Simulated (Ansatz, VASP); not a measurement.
Two plane-wave programs on Si

```
Si
1.0
     0.00000    2.70097    2.70097
     2.70097    0.00000    2.70097
     2.70097    2.70097    0.00000
Si
2
Direct
  0.75000 0.75000 0.75000
  0.50000 0.50000 0.50000
```

Alike in both runs: functional LDA; k mesh 12 × 12 × 12; occupations gaussian, width 0.02 eV; no spin polarisation.

Ansatz relaxed the structure, and its values are those at the end. VASP's run is a single point on that final structure, the one shown.

```csv
,VASP,Ansatz
version,VASP 6.6.1,Ansatz 0.2.0
potentials or method,"VASP PAW LDA potentials, release 64 (Si)","scalar-relativistic, plane waves, PAW"
plane-wave cutoff (eV),520,420
valence electrons in the cell,8,8
```

```csv
,VASP,Ansatz,Ansatz less VASP
gap on the k mesh at the Fermi level (eV),0.44,0.44,+0.002
least direct gap on the mesh (eV),2.53,2.53,+0.002
pressure (GPa),0.0,0.0,-0.04
```

A k mesh can miss the band edges.
